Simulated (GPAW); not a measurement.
CdTe: band structure with RPBE

**What was measured.**

From a printed reference work, data compilation, for a bulk crystal of CdTe at 0 K: band gap 1.607 eV.

Crystal: CdTe.

```xyz
2
Lattice="0.0000 3.2050 3.2050 3.2050 0.0000 3.2050 3.2050 3.2050 0.0000" Properties=species:S:1:pos:R:3 pbc="T T T"
Te    4.8075    4.8075    4.8075
Cd    0.0000    0.0000    0.0000
```

```yaml
Program: GPAW 26.7.0
Task: band structure
Functional: RPBE
Potentials_or_basis: the program's PAW data sets (release 1.2.1) made for this functional
Cutoff: 600 eV
Basis: pw
k_mesh: 6 × 6 × 6
Occupations: fermi-dirac, width 0.05 eV
Spin: spin-orbit coupling, no magnetisation
Maxiter: 150
Band_path: GXWKGLUWLK,UX
Band_points: 100
spin_axis_theta_degrees: 90
spin_axis_phi_degrees: 45
Soc_after_scf: second variation
```

```
Pressure                : 5.6 GPa
Band gap on the k mesh  : 0.71 eV, direct
Band gap along the path : 0.71 eV, direct
```

Levels at the corners of the path, in eV from the valence-band top:
| point | band 16 | band 17 | band 18 | band 19 | band 20 | band 21 |
| --- | --- | --- | --- | --- | --- | --- |
| Γ | 0.00 | 0.00 | 0.00 | 0.71 | 0.71 | 4.06 |
| X | -2.48 | -2.10 | -2.10 | 2.38 | 2.38 | 2.46 |
| W | -2.58 | -2.56 | -2.54 | 3.86 | 4.29 | 4.50 |
| K | -2.86 | -1.94 | -1.90 | 2.66 | 2.70 | 4.24 |
| Γ | 0.00 | 0.00 | 0.00 | 0.71 | 0.71 | 4.06 |
| L | -1.43 | -0.85 | -0.85 | 1.65 | 1.65 | 4.85 |
| U | -2.86 | -1.94 | -1.90 | 2.66 | 2.70 | 4.24 |
| W | -2.58 | -2.56 | -2.54 | 3.86 | 4.29 | 4.50 |
| L | -1.43 | -0.85 | -0.85 | 1.65 | 1.65 | 4.85 |
| K | -2.86 | -1.94 | -1.90 | 2.66 | 2.70 | 4.24 |
| U | -2.86 | -1.94 | -1.90 | 2.66 | 2.70 | 4.24 |
| X | -2.48 | -2.10 | -2.10 | 2.38 | 2.38 | 2.46 |

Run time: 61 s on 1 thread of Intel(R) Xeon(R) Platinum 8559C (Emerald Rapids), on a shared host, peak memory 0.37 GiB.

Measured gap of CdTe: 1.607 eV (0 K; a printed reference work, data compilation). This calculation gives 0.71 eV (-0.90 eV). The value is that of RPBE, without temperature or zero-point motion. Semilocal functionals fall short of measured gaps as a rule.

Caveat: spin-orbit coupling was added after a scalar SCF, so levels and gaps hold it while energy, forces, pressure and moments don't; this program's spin-orbit splittings come out too wide for heavy elements.
